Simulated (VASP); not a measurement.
# Na (P6_3/mmc) in VASP: notebook, part 2 of 2

VASP 6.6.1.

**4. Single point, PBE**

INCAR

```
SYSTEM = Na
PREC     = Accurate       ! precision mode
ENCUT    = 900            ! plane-wave cutoff, eV
EDIFF    = 1E-6           ! SCF threshold, eV
ISMEAR   = 0              ! smearing method
SIGMA    = 0.2            ! smearing width, eV
LREAL    = .FALSE.        ! projectors in reciprocal space
LASPH    = .TRUE.         ! aspherical terms in the spheres
NELM     = 100            ! most SCF steps
ALGO     = Normal         ! electronic algorithm
ISIF     = 2              ! what is computed and relaxed
LWAVE    = .FALSE.        ! write WAVECAR
LCHARG   = .FALSE.        ! write CHGCAR
GGA      = PE             ! functional
NBANDS   = 14             ! bands
ADDGRID  = .FALSE.
```

KPOINTS

```
regular mesh
0
G
  5 5 3
  0 0 0
```

POSCAR

```
Na
1.0
    3.7670000000      0.0000000000      0.0000000000
   -1.8835000000      3.2623176961      0.0000000000
    0.0000000000      0.0000000000      6.1540000000
Na
2
Direct
    0.6666666667      0.3333333333      0.7500000000
    0.3333333333      0.6666666667      0.2500000000
```

Potentials or basis: VASP PAW PBE potentials, release 64 (Na_pv).

On the command line:

```
$ cat potpaw_PBE.64/Na_pv/POTCAR > POTCAR
$ mpirun -np 1 vasp_std > vasp.out
```

OUTCAR:

```text
SYSTEM = Na
   PREC = Accurate
   ENCUT = 900
   EDIFF = 1E-6
   ISMEAR = 0
   LREAL = .FALSE.
   LASPH = .TRUE.
   NELM = 100
   ISIF = 2
   GGA = PE

 Found     10 irreducible k-points:

 Following reciprocal coordinates:
            Coordinates               Weight
  0.000000  0.000000  0.000000      1.000000
  0.200000 -0.000000  0.000000      6.000000
  0.400000 -0.000000  0.000000      6.000000
  0.200000  0.200000  0.000000      6.000000
  0.400000  0.200000  0.000000      6.000000
  0.000000  0.000000  0.333333      2.000000
   k-points           NKPTS =     10   k-points in BZ     NKDIM =     10   number of bands    NBANDS=     14
   number of dos      NEDOS =    301   number of ions     NIONS =      2
   total plane-waves  NPLWV =  96000
   dimension x,y,z NGX =    40 NGY =   40 NGZ =   60
   dimension x,y,z NGXF=    80 NGYF=   80 NGZF=  120
   ions per type =               2
   NGX,Y,Z   is equivalent  to a cutoff of  17.65, 17.65, 16.21 a.u.
   NGXF,Y,Z  is equivalent  to a cutoff of  35.31, 35.31, 32.42 a.u.
 SYSTEM =  Na
   PREC   = accura    normal or accurate (medium, high low for compatibility)
   ISTART =      0    job   : 0-new  1-cont  2-samecut
   ICHARG =      2    charge: 1-file 2-atom 10-const
   ISPIN  =      1    spin polarized calculation?
   LNONCOLLINEAR =      F non collinear calculations
   LSORBIT =      F    spin-orbit coupling
   LASPH  =      T    aspherical Exc in radial PAW
   ENCUT  =  900.0 eV  66.15 Ry    8.13 a.u.   9.21  9.21 15.05*2*pi/ulx,y,z
   NELM   =    100;   NELMIN=  2; NELMDL= -5     # of ELM steps
   EDIFF  = 0.1E-05   stopping-criterion for ELM
   LREAL  =      F    real-space projection
   EDIFFG = 0.1E-04   stopping-criterion for IOM
   NSW    =      0    number of steps for IOM
   IBRION =     -1    ionic relax: 0-MD 1-quasi-New 2-CG
   NFREE  =      0    steps in history (QN), initial steepest desc. (CG)
   ISIF   =      2    stress and relaxation
   ISYM   =      2    0-nonsym 1-usesym 2-fastsym
   POTIM  = 0.5000    time-step for ionic-motion
   TEBEG  =    0.0;   TEEND  =   0.0 temperature during run
   PSTRESS=    0.0 pullay stress
   NELECT =      14.0000    total number of electrons
   NUPDOWN=      -1.0000    fix difference up-down
   EMIN   =  10.00;   EMAX   =-10.00  energy-range for DOS
   EFERMI =   0.00;   METHOD = LEGACY
   ISMEAR =     0;   SIGMA  =   0.20  broadening in eV -4-tet -1-fermi 0-gaus
   EFERMI_NEDOS =   21; number of points for ismear=-14 and -15
   IALGO  =     38    algorithm
   IMIX   =      4    mixing-type and parameters
     AMIX     =   0.40;   BMIX     =  1.00
     AMIX_MAG =   1.60;   BMIX_MAG =  1.00
  volume/ion in A,a.u.               =      37.81       255.18
  Fermi-wavevector in a.u.,A,eV,Ry     =   0.933020  1.763153 11.844235  0.870527
  Thomas-Fermi vector in A             =   2.059678
   LORBIT       =      0    0 simple, 1 ext, 2 COOP (PROOUT), +10 PAW based schemes
   GGA     = PE    functional components
   LHFCALC =     F    Hartree Fock is set to
   AEXX    =    0.0000 exact exchange contribution
   IVDW    =     0    specifies the selected vdW correction
   LEPSILON=     F    determine dielectric tensor
   LRPA    =     F    only Hartree local field effects (RPA)
 non-spin polarized calculation
 Gauss-broadening in eV      SIGMA  =   0.20
  energy-cutoff  :      900.00
  volume of cell :       75.63
 maximum number of plane-waves:      4651
 NGX is ok and might be reduce to    40
   NGX = 19   NGY = 19   NGZ = 31

 number of electron      14.0000004 magnetization

 Free energy of the ion-electron system (eV)
  ---------------------------------------------------
  ext. energy  EPLUGINS =         0.00000000
  ---------------------------------------------------
  free energy    TOTEN  =        -2.69464765 eV

  energy without entropy =       -2.67813395  energy(sigma->0) =       -2.68639080

 E-fermi :   0.4367     XC(G=0):  -6.4495

 val. band max:       -0.2408926455   @ k =   0.4000  -0.0000   0.3333
 cond. band min:       0.4977388779   @ k =   0.2000   0.2000   0.3333
 fundamental gap:      0.7386315234
 Fermi energy:         0.4366511329

 k-point     1 :       0.0000    0.0000    0.0000
  band No.  band energies     occupation
      1     -24.6725      2.00000
      2     -24.6448      2.00000
      3     -24.6448      2.00000
      4     -24.6402      2.00000
      5     -24.6402      2.00000
      6     -24.6400      2.00000
      7      -2.9646      2.00000
      8       0.8246      0.00609
      9       1.2100      0.00000
     10      10.1458      0.00000
     11      10.1458      0.00000
     12      10.4856      0.00000
     13      10.4856      0.00000
     14      10.6390      0.00000

 k-point     2 :       0.2000   -0.0000    0.0000
  band No.  band energies     occupation
      1     -24.6685      2.00000
      2     -24.6533      2.00000
      3     -24.6489      2.00000
      4     -24.6474      2.00000
      5     -24.6417      2.00000
      6     -24.6416      2.00000
      7      -2.3831      2.00000
      8       1.3450      0.00000
      9       1.7704      0.00000
     10       5.9220      0.00000
     11       8.3968      0.00000
     12       8.4630      0.00000
     13       9.2673      0.00000
     14      10.4950      0.00000

 k-point     3 :       0.4000   -0.0000    0.0000
  band No.  band energies     occupation
      1     -24.6673      2.00000
      2     -24.6625      2.00000
      3     -24.6603      2.00000
      4     -24.6515      2.00000
      5     -24.6461      2.00000
      6     -24.6444      2.00000
      7      -0.6759      2.00000
      8       2.0098      0.00000
      9       2.9157      0.00000
     10       3.5898      0.00000
     11       5.5563      0.00000
     12       5.9773      0.00000
     13       7.4393      0.00000
     14       8.4711      0.00000

 k-point     4 :       0.2000    0.2000    0.0000
  band No.  band energies     occupation
      1     -24.6622      2.00000
      2     -24.6607      2.00000
      3     -24.6605      2.00000
      4     -24.6512      2.00000
      5     -24.6468      2.00000
      6     -24.6449      2.00000
      7      -1.2389      2.00000
      8       2.3908      0.00000
      9       2.7530      0.00000
     10       4.1202      0.00000
     11       4.6819      0.00000
     12       7.5854      0.00000
     13       7.7815      0.00000
     14       8.2376      0.00000

 k-point     5 :       0.4000    0.2000    0.0000
  band No.  band energies     occupation
      1     -24.6670      2.00000
      2     -24.6621      2.00000
      3     -24.6568      2.00000
      4     -24.6559      2.00000
      5     -24.6504      2.00000
      6     -24.6494      2.00000
      7       0.9160      0.00070
      8       1.0384      0.00002
      9       3.5267      0.00000
     10       4.4897      0.00000
     11       4.5057      0.00000
     12       4.9239      0.00000
     13       5.9923      0.00000
     14       7.1524      0.00000

 k-point     6 :       0.0000    0.0000    0.3333
  band No.  band energies     occupation
      1     -24.6644      2.00000
      2     -24.6481      2.00000
      3     -24.6437      2.00000
      4     -24.6437      2.00000
      5     -24.6414      2.00000
      6     -24.6414      2.00000
      7      -2.5101      2.00000
      8      -1.1696      2.00000
      9       3.9798      0.00000
     10       7.6368      0.00000
     11      10.4697      0.00000
     12      10.4697      0.00000
     13      10.7036      0.00000
     14      10.7036      0.00000

 [... further k-points ...]

------------------------ aborting loop because EDIFF is reached ----------------------------------------

  FORCE on cell =-STRESS in cart. coord.  units (eV):
  Direction    XX          YY          ZZ          XY          YZ          ZX
  --------------------------------------------------------------------------------------
  -------------------------------------------------------------------------------------
  Total       -0.1216826     -0.1216826     -0.0779415     -0.0000000      0.0000000      0.0000000
  in kB       -2.5778633     -2.5778633     -1.6512012     -0.0000000      0.0000000      0.0000000
  external PRESSURE =      -2.2689759 kB  Pullay stress =       0.0000000 kB

 VOLUME and BASIS-vectors are now :
 -----------------------------------------------------------------------------
  energy-cutoff  :      900.00
  volume of cell :       75.63
      direct lattice vectors                 reciprocal lattice vectors
     3.767000000  0.000000000  0.000000000     0.265463233  0.153265269  0.000000000
    -1.883500000  3.262317696  0.000000000     0.000000000  0.306530538  0.000000000
     0.000000000  0.000000000  6.154000000     0.000000000  0.000000000  0.162495938

 POSITION                                       TOTAL-FORCE (eV/Angst)
 -----------------------------------------------------------------------------------
      1.88350      1.08744      4.61550        -0.000000     -0.000000      0.000000
     -0.00000      2.17488      1.53850         0.000000      0.000000      0.000000
 -----------------------------------------------------------------------------------
    total drift:                                0.000000     -0.000000      0.000000

  FREE ENERGIE OF THE ION-ELECTRON SYSTEM (eV)
  ---------------------------------------------------
  free  energy   TOTEN  =        -2.6946476517 eV

  energy  without entropy=       -2.6781339490  energy(sigma->0) =       -2.68639080
```

Run time: 14 s. Hardware: 1 thread of Intel Xeon Platinum 8488C (Sapphire Rapids), shared host; peak memory 0.27 GiB.

These settings aren't checked as converged: the numbers below hold their error.

What came out:

| Property | Result |
| --- | --- |
| Free energy | -2.6946 eV |
| Pressure | -0.2 GPa |
| Band gap on the k mesh | none (metal or under the smearing width) |

Caveat: the k mesh is coarse (spacing up to 0.39 Å⁻¹), so the values aren't converged.

**5. Single point, PBE**

INCAR is that of step 4.

KPOINTS is that of step 4.

POSCAR

```
Na
1.0
    3.7670000000      0.0000000000      0.0000000000
   -1.8835000000      3.2623176961      0.0000000000
    0.0000000000      0.0000000000      6.1540000000
Na
2
Direct
    0.6607270000      0.3253030000      0.7651560000
    0.3322080000      0.6634530000      0.2738460000
```

On the command line:

```
$ cat potpaw_PBE.64/Na_pv/POTCAR > POTCAR
$ mpirun -np 1 vasp_std > vasp.out
```

Run time: 41 s. Hardware: 1 thread of Intel Xeon Platinum 8488C (Sapphire Rapids), shared host; peak memory 0.29 GiB.

The run converged, but some of its settings lie outside the range that counts as converged, so its numbers aren't taken as properties of the crystal.

Results:

```
Free energy            : -2.6937 eV
Pressure               : -0.2 GPa
Largest force          : 0.034 eV/Å
Band gap on the k mesh : none (metal or under the smearing width)
```

Caveat: the k mesh is coarse (spacing up to 0.39 Å⁻¹), so the values aren't converged.

**6. The reference run**

An earlier run on the cell as given: functional PBE; potentials or basis VASP PAW PBE potentials, release 64 (Na_pv); cutoff 520 eV; k mesh 8 × 8 × 5; occupations fermi-dirac, width 0.05 eV; no spin polarisation.

- Pressure: -0.2 GPa
- Band gap on the k mesh: none (metal or under the smearing width)
